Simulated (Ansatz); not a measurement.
SiO2: hydrostatic pressure series

Level of theory: DFT PBE, scalar-relativistic, plane waves, PAW in Ansatz 0.2.0. Run with 420 eV cutoff, 6×6×4 k-mesh, Gaussian smearing of 0.02 eV, no spin polarisation.

The relaxed crystal:

```yaml
crystal:
  lattice:
    - [5.09930, 0.00000, 0.00000]
    - [-2.54965, 4.41613, 0.00000]
    - [0.00000, 0.00000, 8.62857]
  atoms:
    - { symbol: Si, position: [0.66667, 0.33333, 0.93720] }
    - { symbol: Si, position: [0.66667, 0.33333, 0.56280] }
    - { symbol: Si, position: [0.33333, 0.66667, 0.06280] }
    - { symbol: Si, position: [0.33333, 0.66667, 0.43720] }
    - { symbol: O, position: [0.00000, 0.41738, 0.00000] }
    - { symbol: O, position: [0.41738, 0.41738, 0.50000] }
    - { symbol: O, position: [0.58262, 0.00000, 0.50000] }
    - { symbol: O, position: [0.58262, 0.58262, 0.00000] }
    - { symbol: O, position: [0.00000, 0.58262, 0.50000] }
    - { symbol: O, position: [0.66667, 0.33333, 0.75000] }
    - { symbol: O, position: [0.33333, 0.66667, 0.25000] }
    - { symbol: O, position: [0.41738, 0.00000, 0.00000] }
```

Cell and atoms are relaxed at each pressure within the symmetry of the start, at zero temperature, so transitions that lower the symmetry aren't seen. The k-mesh given is that at zero pressure and may differ at others. Gaps are Kohn–Sham gaps over the whole zone.

**Question.** Give the structure at 15 GPa.

**Answer.**
```yaml
crystal:
  lattice:
    - [4.58924, 0.00000, 0.00000]
    - [-2.29462, 3.97440, 0.00000]
    - [0.00000, 0.00000, 8.45636]
  atoms:
    - { symbol: Si, position: [0.66667, 0.33333, 0.93657] }
    - { symbol: Si, position: [0.66667, 0.33333, 0.56343] }
    - { symbol: Si, position: [0.33333, 0.66667, 0.06343] }
    - { symbol: Si, position: [0.33333, 0.66667, 0.43657] }
    - { symbol: O, position: [0.00000, 0.34025, 0.00000] }
    - { symbol: O, position: [0.34025, 0.34025, 0.50000] }
    - { symbol: O, position: [0.65975, 0.00000, 0.50000] }
    - { symbol: O, position: [0.65975, 0.65975, 0.00000] }
    - { symbol: O, position: [0.00000, 0.65975, 0.50000] }
    - { symbol: O, position: [0.66667, 0.33333, 0.75000] }
    - { symbol: O, position: [0.33333, 0.66667, 0.25000] }
    - { symbol: O, position: [0.34025, 0.00000, 0.00000] }
```
It takes space group P6_322 (No. 182, hexagonal). Conventional cell: a = 4.589 Å, b = 4.589 Å, c = 8.456 Å, α = 90.00°, β = 90.00°, γ = 120.00°. Si (site symmetry 3) has 4 O at 1.58 to 1.61 Å as nearest neighbours. O (site symmetry 2) is surrounded by 2 Si at 1.61 Å. Around O (site symmetry 32) lie 2 Si at 1.58 Å.

This form isn't the usual stable structure of the compound.